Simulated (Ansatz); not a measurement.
Crystal: RbBr.

```xyz
2
Lattice="4.1261 0.0000 0.0000 0.0000 4.1261 0.0000 0.0000 0.0000 4.1261" Properties=species:S:1:pos:R:3 pbc="T T T"
Rb    0.0000    0.0000    0.0000
Br    2.0630    2.0630    2.0630
```

The cell comes from a database or a generator and needn't be the stable form of this composition.

```yaml
Program: Ansatz 0.2.0
Task: relaxation of cell and atoms
Functional: PBE
Potentials_or_basis: all-electron LAPW, scalar-relativistic
Basis_error_allowed: 0.001 eV/atom
k_mesh: 7 × 7 × 7
Occupations: fermi-dirac, width 0.05 eV
Spin: no spin polarisation
```

At the start: volume 35.12 Å³/atom.

Question: How do energy, volume and symmetry change on relaxing?

Answer: Over 4 steps the energy falls by 4.3 meV/atom and the volume is 36.85 Å³/atom (+4.9 %); space group Pm-3m (No. 221, to 0.05 Å).

Step by step:
| step | energy change (eV) | largest force (eV/Å) | volume (Å³) |
| --- | --- | --- | --- |
| 1 | 0.0000 | 0.0000 | 70.24 |
| 2 | -0.0056 | 0.0000 | 71.69 |
| 3 | -0.0087 | 0.0000 | 73.70 |
| 4 | -0.0087 | 0.0000 | 73.70 |

Final structure:
```yaml
crystal:
  lattice:
    - [4.19258, 0.00000, 0.00000]
    - [0.00000, 4.19258, 0.00000]
    - [0.00000, 0.00000, 4.19258]
  atoms:
    - { symbol: Rb, position: [0.00000, 0.00000, 0.00000] }
    - { symbol: Br, position: [0.50000, 0.50000, 0.50000] }
```
